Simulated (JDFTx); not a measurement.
Runs of JDFTx 1.7.0 (patched build) on WC (Qusongite). The structure is hexagonal, space group P-6m2 (No. 187). The conventional cell has a = 2.907 Å, b = 2.907 Å, c = 2.837 Å, α = 90.00°, β = 90.00°, γ = 120.00°. W (site symmetry -6m2) has 6 C at 2.20 Å as nearest neighbours. C (site symmetry -6m2) is surrounded by 6 W at 2.20 Å. 

| task | level | potentials or basis | cell | k mesh | further solve for the empty bands | mesh quality | gap on the mesh (eV) | pressure (GPa) | relaxed volume (Å³/atom) |
| --- | --- | --- | --- | --- | --- | --- | --- | --- | --- |
| relaxation of cell and atoms | PBEsol | PseudoDojo-SR-PBEsol-0.4.1-standard | relaxed | 10 × 10 × 9 | no | not flagged | none | 0.0 | (a) |
| single point | PBE | PseudoDojo-SR-PBE-0.5-standard | as given | 5 × 5 × 4 | yes | coarse | none | (b) | - |
| relaxation of cell and atoms | RPBE | PseudoDojo-SR-PBE-0.5-standard | relaxed | 10 × 10 × 9 | no | not flagged | none | 0.0 | 10.62 |
| relaxation of cell and atoms | PBE+D3(BJ) | PseudoDojo-SR-PBE-0.5-standard | relaxed | 10 × 10 × 9 | no | not flagged | none | 0.0 | 10.33 |
| relaxation of cell and atoms | LDA | PseudoDojo-SR-LDA-0.4.1-standard | relaxed | 10 × 10 × 9 | no | not flagged | none | 0.0 | 10.11 |

Alike in all rows: no spin polarisation; cutoff (eV) 1116; smearing fermi-dirac 0.05 eV.

Q: Estimate the missing entries.

A: (a) 10.30; (b) 6.3.

Caveats: some runs use coarse meshes; the potentials were made for another functional, which shifts forces and pressure (some runs); pairwise dispersion overbinds metals, which lowers pressure and volume (some runs).

A k mesh can miss the band edges, and the runs leave out spin-orbit coupling on W.

A gap of «none» marks a metal or a gap under the smearing width.
